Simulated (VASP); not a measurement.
Here is a VASP 6.6.1 calculation.

Contents of INCAR:

```
SYSTEM = SnSe
  ADDGRID = .FALSE.
  ALGO = Normal
  EDIFF = 1E-8
  ENCUT = 900
  ISIF = 2
  ISMEAR = 0
  LASPH = .TRUE.
  LCHARG = .FALSE.
  LMIXTAU = .TRUE.
  LREAL = .FALSE.
  LWAVE = .FALSE.
  METAGGA = R2SCAN
  NBANDS = 17
  NELM = 100
  PREC = Accurate
  SIGMA = 0.05
```

File KPOINTS:

```
k-points
0
G
  11 11 11
  0 0 0
```

File POSCAR:

```
SnSe
1.0
    0.0000000000      3.0100000000      3.0100000000
    3.0100000000      0.0000000000      3.0100000000
    3.0100000000      3.0100000000      0.0000000000
Sn Se
1 1
Direct
    0.0000000000      0.0000000000      0.0000000000
    0.5000000000      0.5000000000      0.5000000000
```

Potentials or basis: VASP PAW PBE potentials, release 64 (Sn_d, Se).

The run is started by

```bash
$ cat potpaw_PBE.64/Sn_d/POTCAR potpaw_PBE.64/Se/POTCAR > POTCAR
$ mpirun -np 1 vasp_std > vasp.out
```

Q: Estimate the pressure.

A: 0.0 GPa.

Caveat: the PAW data sets were made with another functional, which shifts forces and pressure a little.
